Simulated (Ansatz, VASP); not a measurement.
One calculation of AlN, two programs

File INCAR:

```
SYSTEM = AlN
PREC = Accurate ; ENCUT = 520
EDIFF = 1E-7 ; ISMEAR = -1
SIGMA = 0.01 ; LREAL = .FALSE.
LASPH = .TRUE. ; NELM = 80
ALGO = Normal ; ISIF = 2
LWAVE = .FALSE. ; LCHARG = .FALSE.
NBANDS = 11
```

File KPOINTS:

```
Automatic mesh
0
G
  12 12 12
  0 0 0
```

Contents of POSCAR:

```
AlN
1.0
    0.0000000000      2.0167941628      2.0167941628
    2.0167941628      0.0000000000      2.0167941628
    2.0167941628      2.0167941628      0.0000000000
Al N
1 1
Direct
    0.0000000000      0.0000000000      0.0000000000
    0.5000000000      0.5000000000      0.5000000000
```

Input for Ansatz:

```yaml
crystal:
  lattice:
    - [0.0, 2.0167941628, 2.0167941628]
    - [2.0167941628, 0.0, 2.0167941628]
    - [2.0167941628, 2.0167941628, 0.0]
  atoms:
    - { symbol: Al, position: [0.0, 0.0, 0.0] }
    - { symbol: "N", position: [0.5, 0.5, 0.5] }
kpoints:
  mp_grid: { grid: [12, 12, 12] }
  band_path:
    path:
      - [0.0, 0.0, 0.0]
      - [0.5, 0.0, 0.5]
      - [0.625, 0.25, 0.625]
      - [0.375, 0.375, 0.75]
      - [0.0, 0.0, 0.0]
      - [0.5, 0.5, 0.5]
      - [0.5, 0.25, 0.75]
      - [0.5, 0.0, 0.5]
    npoints: 5
scf:
  occupations: { method: fermi_dirac, width: 0.01 }
hamiltonian:
  xc: lda
  pseudopotentials: { kind: all_electron, lapw: { basis_error: 0.0005 } }
output:
  forces: true
  stress: true
  eigenvalues: true
```

Change from the starting cell: volume scaled by 1.06.

Alike in both runs: task single point; functional LDA; k mesh 12 × 12 × 12; occupations fermi-dirac, width 0.01 eV; no spin polarisation.

```csv
,VASP,Ansatz
version,VASP 6.6.1,Ansatz 0.2.0
potentials or method,"VASP PAW LDA potentials, release 64 (Al, N)","all-electron LAPW, scalar-relativistic"
plane-wave cutoff (eV),520,see its input
```

|  | VASP | Ansatz | Ansatz less VASP |
| --- | --- | --- | --- |
| gap on the k mesh at the Fermi level (eV) | 4.53 | 4.53 | -0.004 |
| pressure (GPa) | -3.9 | -4.5 | -0.53 |

Ansatz ran all-electron here, so the differences hold the error of VASP's frozen core and of both bases.

A k mesh can miss the band edges.
